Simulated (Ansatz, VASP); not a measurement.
One calculation of ZnSe, two programs

```xyz
2
Lattice="0.0000 2.7504 2.7504 2.7504 0.0000 2.7504 2.7504 2.7504 0.0000" Properties=species:S:1:pos:R:3 pbc="T T T"
Zn    0.0000    0.0000    0.0000
Se    4.1256    4.1256    4.1256
```

Alike in both runs: functional r2SCAN; k mesh 8 × 8 × 8; no spin polarisation.

Ansatz relaxed the structure, and its values are those at the end. VASP's run is a single point on that final structure, the one shown.

|  | VASP | Ansatz |
| --- | --- | --- |
| version | VASP 6.6.1 | Ansatz 0.2.0 |
| potentials or method | VASP PAW PBE potentials, release 64 (Zn, Se) | PAW with Ansatz's default frozen-core files, scalar-relativistic |
| plane-wave cutoff (eV) | 520 | 500 |
| occupations | gaussian, width 0.01 eV | fixed |
| valence electrons in the cell | 18 | 28 |

|  | VASP | Ansatz | Ansatz less VASP |
| --- | --- | --- | --- |
| pressure (GPa) | 7.2 | 7.0 | -0.16 |

The two sets of potentials don't hold the same shells in valence.

Caveats: the PAW data sets were made with another functional, which shifts forces and pressure a little (VASP).
